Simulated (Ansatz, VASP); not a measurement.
## One calculation of Nb, two programs

INCAR

```
PREC = Accurate ; ENCUT = 520
EDIFF = 1E-6 ; ISMEAR = 0
SIGMA = 0.15 ; LREAL = False
LASPH = True ; NELM = 100
ALGO = Fast ; ISIF = 2
LWAVE = False ; LCHARG = True
GGA = PE ; LELF = True
LVHAR = True ; NBANDS = 12
```

Contents of KPOINTS:

```
regular mesh
0
Gamma
  20 20 20
```

File POSCAR:

```
Nb
1.0
    0.0000000000      2.0621250000      2.2207500000
    2.0621250000      0.0000000000      2.2207500000
    2.0621250000      2.0621250000      0.0000000000
Nb
1
Direct
    0.0000000000      0.0000000000      0.0000000000
```

Input for Ansatz:

```yaml
crystal:
  lattice:
    - [0.0, 2.062125, 2.22075]
    - [2.062125, 0.0, 2.22075]
    - [2.062125, 2.062125, 0.0]
  atoms:
    - { symbol: Nb, position: [0.0, 0.0, 0.0] }
basis:
  ecutwfc: 420
kpoints:
  mp_grid: { grid: [20, 20, 20] }
hamiltonian:
  xc: pbe
scf:
  occupations: { method: gaussian, width: 0.15 }
output:
  forces: true
  stress: true
  eigenvalues: true
```

Change from the starting cell: strain -0.025 along x and y, +0.050 along z, atoms carried along.

Alike in both runs: task single point; functional PBE; k mesh 20 × 20 × 20; occupations gaussian, width 0.15 eV; no spin polarisation.

|  | VASP | Ansatz |
| --- | --- | --- |
| version | VASP 6.6.1 | Ansatz 0.2.0 |
| potentials or method | VASP PAW PBE potentials, release 64 (Nb_sv) | scalar-relativistic, plane waves, PAW |
| plane-wave cutoff (eV) | 520 | 420 |
| valence electrons in the cell | 13 | 13 |

```csv
,VASP,Ansatz,Ansatz less VASP
gap on the k mesh at the Fermi level (eV),none,none,-
pressure (GPa),-2.2,-1.9,+0.32
largest component of the traceless stress (GPa),8.75,8.81,+0.060
```

A gap of «none» marks a metal or a gap that the smearing closes.
